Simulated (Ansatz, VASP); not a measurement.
Zn: VASP beside Ansatz

The input INCAR:

```
SYSTEM = Zn
PREC = Accurate
ENCUT = 600
EDIFF = 1E-6
ISMEAR = 0
SIGMA = 0.1
LREAL = .FALSE.
LASPH = .TRUE.
NELM = 100
ALGO = Normal
ISIF = 3
LWAVE = .FALSE.
LCHARG = .FALSE.
GGA = PE
IBRION = 2
NSW = 100
EDIFFG = -0.005
```

File KPOINTS:

```
Automatic mesh
0
G
  18 18 18
  0 0 0
```

The input POSCAR:

```
Zn
1.0
   -1.5690370000      1.5690370000      1.5690370000
    1.5690370000     -1.5690370000      1.5690370000
    1.5690370000      1.5690370000     -1.5690370000
Zn
1
Direct
    0.0000000000      0.0000000000      0.0000000000
```

Input for Ansatz:

```yaml
crystal:
  lattice:
    - [-1.569037, 1.569037, 1.569037]
    - [1.569037, -1.569037, 1.569037]
    - [1.569037, 1.569037, -1.569037]
  atoms:
    - { symbol: Zn, position: [0.0, 0.0, 0.0] }
basis:
  ecutwfc: 420
kpoints:
  mp_grid: { grid: [18, 18, 18] }
hamiltonian:
  xc: pbe
scf:
  occupations: { method: gaussian, width: 0.1 }
output:
  forces: true
  stress: true
  eigenvalues: true
  write_density: true
  write_potential: true
  elf: true
  volumetric_format: npy
relax:
  adjacent_minimum: "off"
  f_tol: 0.005
  max_steps: 80
  cell: { stress_tol: 0.05 }
```

This isn't the form of Zn at room conditions, which is hcp.

Alike in both runs: task relaxation of cell and atoms; functional PBE; k mesh 18 × 18 × 18; occupations gaussian, width 0.1 eV; no spin polarisation.

|  | VASP | Ansatz |
| --- | --- | --- |
| version | VASP 6.6.1 | Ansatz 0.2.0 |
| potentials or method | VASP PAW PBE potentials, release 64 (Zn) | scalar-relativistic, plane waves, PAW |
| plane-wave cutoff (eV) | 600 | 420 |
| valence electrons in the cell | 12 | 12 |

Ansatz gave:

* gap on the k mesh at the Fermi level, each at its own relaxed structure (eV): none
* relaxed volume (Å³/atom): 15.36
* relaxed cell length with the largest relative difference (Å): 2.712

Q: Which values does VASP return?

A: gap on the k mesh at the Fermi level, each at its own relaxed structure (eV): none; relaxed volume (Å³/atom): 15.43; relaxed cell length with the largest relative difference (Å): 2.716.

A gap of «none» marks a metal or a gap that the smearing closes.
